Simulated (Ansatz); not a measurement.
Si, space group Imma, a relaxation of cell and ions

With Ansatz 0.2.0 through its Python package.

At the Python prompt:
```pycon
>>> from dataclasses import dataclass
>>> import ansatz as az
>>> import matplotlib.pyplot as plt
>>> import numpy as np
>>> @dataclass
... class RunConfig:
...     functional: str = "PBE"
...     k_density: float = 4.5
...     occupations: str = "fermi_dirac"
...     smearing_width: float = 0.05
...     force_tol: float = 0.05
...
>>> opts = RunConfig()
>>> def edges_and_angles(cell):
...     cell = np.asarray(cell)
...     a, b, c = np.linalg.norm(cell, axis=1)
...     cosines = cell[1] @ cell[2] / (b * c), cell[0] @ cell[2] / (a * c), cell[0] @ cell[1] / (a * b)
...     return (a, b, c, *np.degrees(np.arccos(cosines)))
...
>>> lattice = az.Lattice.of(
...     [-2.251, 2.3685, 1.275],
...     [2.251, -2.3685, 1.275],
...     [2.251, 2.3685, -1.275],
... )
>>> sites = [
...     ("Si", [0.807, 0.057, 0.75]),
...     ("Si", [0.193, 0.943, 0.25]),
... ]
>>> xtal = az.Crystal(lattice=lattice)
>>> for symbol, position in sites:
...     xtal = xtal.atom(symbol, position)
...
>>> [site.symbol for site in xtal.resolved().sites]
['Si', 'Si']
>>> # every cell quantity that the symmetry leaves free
>>> model = (
...     xtal.calculation()
...     .functional(opts.functional)
...     .kpoints(density=opts.k_density)
...     .occupations(opts.occupations, width=opts.smearing_width)
...     .relax(force_tolerance=opts.force_tol, cell=True, stress_tolerance=0.01)
... )
>>> steps = []
>>> def collect(event):
...     if event["event"] == "relax_step":
...         steps.append(event["data"])
...
>>> done = model.session().plan().execute(on_event=collect)
DeckWarning: basis.ecutwfc = 420 eV, auto-derived from the records' recommended cutoffs: set by Si (normal level)
>>> summary = done.report
>>> {key: value for key, value in summary.items() if isinstance(value, (int, float)) and "ev" in key}
{'n_hpsi_unsolved_levels': 4448, 'gap_by_band_count_ev': -5.889721719320232, 'fermi_energy_ev': 9.568534533295301, 'harris_foulkes_ev': -1271.0503563332686, 'scf_correction_max_component_ev_ang': 1.1469983045041282e-07, 'free_energy_ev': -1271.0503563332688, 'internal_energy_ev': -1271.044346494813, 'lagrangian_ev': -1271.0503563332688, 'energy_sigma0_ev': -1271.047351414041, 'lagrangian_sigma0_ev': -1271.047351414041, 'lagrangian_above_aufbau_ev': -0.003671528526381491, 'entropy_ts_ev': 0.006009838455797879}
>>> summary["n_kpoints"], summary["n_symmetry_ops"], summary["n_pw"]
(343, 8, 601)
>>> print("step   energy (eV)     max comp. (eV/A)   P (GPa)  SCF")
step   energy (eV)     max comp. (eV/A)   P (GPa)  SCF
>>> for s in steps:
...     print(f"{s['step']:4d} {s['lagrangian_ev']:15.5f} {s['allowed_force_max_ev_ang']:12.4f} {s['pressure_gpa']:10.3f} {s['n_scf']:5d}")
...
   1     -1270.88597       0.0022     15.764     6
   2     -1271.01718       0.0649      4.326     5
   3     -1271.03326       0.0790      0.619     4
   4     -1271.03724       0.0770      0.364     4
   5     -1271.04100       0.0202     -1.281     5
   6     -1271.04874       0.0143      0.116     5
   7     -1271.04912       0.0029      0.013     4
   8     -1271.04915       0.0016      0.005     3
   9     -1271.04915       0.0000     -0.003     3
  10     -1271.05035       0.0004      0.052     4
  11     -1271.05035       0.0002     -0.039     3
  12     -1271.05035       0.0000     -0.002     3
  13     -1271.05036       0.0000     -0.001     3
>>> first, last = steps[0], steps[-1]
>>> symbols = [site.symbol for site in done.lattice.sites]
>>> print(f"energy gained {first['lagrangian_ev'] - last['lagrangian_ev']:.4f} eV in {len(steps) - 1} steps")
energy gained 0.1644 eV in 12 steps
>>> for label, vectors in (("before", first["cell_ang"]), ("after", done.lattice.cell_ang)):
...     print(label, "a b c (A) {:.4f} {:.4f} {:.4f}  angles {:.2f} {:.2f} {:.2f}".format(*edges_and_angles(vectors)), f" V = {abs(np.linalg.det(vectors)):.3f} A^3")
...
before a b c (A) 3.5075 3.5075 3.5075  angles 100.15 95.05 137.37  V = 27.191 A^3
after a b c (A) 3.6516 3.6516 3.6516  angles 97.58 97.58 137.41  V = 30.700 A^3
>>> print("final stress xx yy zz (GPa, compression positive):", np.round(np.diag(summary["stress_gpa"]), 3) + 0.0)
final stress xx yy zz (GPa, compression positive): [ 0.     0.    -0.004]
>>> fig, (top, bottom) = plt.subplots(2, 1, sharex=True, figsize=(4.5, 4))
>>> top.plot([s["lagrangian_ev"] - last["lagrangian_ev"] for s in steps], "o-")
[<matplotlib.lines.Line2D object at 0x...>]
>>> top.set_ylabel("E - E(final) (eV)")
Text(0, 0.5, 'E - E(final) (eV)')
>>> bottom.semilogy([max(s["allowed_force_max_ev_ang"], 1e-6) for s in steps], "s-")
[<matplotlib.lines.Line2D object at 0x...>]
>>> bottom.set(xlabel="step", ylabel="largest force (eV/A)")
[Text(0.5, 0, 'step'), Text(0, 0.5, 'largest force (eV/A)')]
>>> fig.tight_layout()
>>> fig.savefig("relax.png", dpi=100)
>>> print("atom   start x y z (A)              end x y z (A)")
atom   start x y z (A)              end x y z (A)
>>> for symbol, a, b in zip(symbols, first["positions_ang"], last["positions_ang"]):
...     print(f"{symbol:3s}", " ".join(f"{v:8.4f}" for v in a), "  ", " ".join(f"{v:8.4f}" for v in b))
...
Si    0.0000   3.5528   0.1454      0.0000   3.6087   0.3315
Si    2.2510  -1.1843   1.1296      2.4058  -1.2029   0.9946
>>> print(f"free energy      {summary['free_energy_ev']:.5f} eV")
free energy      -1271.05036 eV
>>> print(f"per atom         {summary['free_energy_ev'] / len(done.lattice.sites):.5f} eV")
per atom         -635.52518 eV
>>> print(f"SCF iterations   {summary['n_iterations']}  (converged: {summary['converged']})")
SCF iterations   3  (converged: True)
```

Total energies depend on the potentials; only differences at equal settings carry meaning. Only differences from the Fermi energy are physical; the zero of the scale is a convention. Energies along a relaxation are free energies. Rows at an unchanged volume are solved on a plane-wave basis chosen afresh for that cell, so the energy jumps there and such rows are no steps of the walk. A gap by band count of zero or less means overlapping bands, a metal. Edges and angles are those of the cell as typed, here a primitive one, not of the conventional cell. The cell relaxed to the group I4_1/amd; tensors and edges are in the axes of the typed cell. This isn't the structure that Si takes at ambient conditions. Gaps and levels are Kohn-Sham values on a finite set of k-points. Warnings are shown shortened and without file and line. The whole script took 55 s on 1 thread of Arm Neoverse V1, with other jobs on the host, peak memory 0.49 GiB.
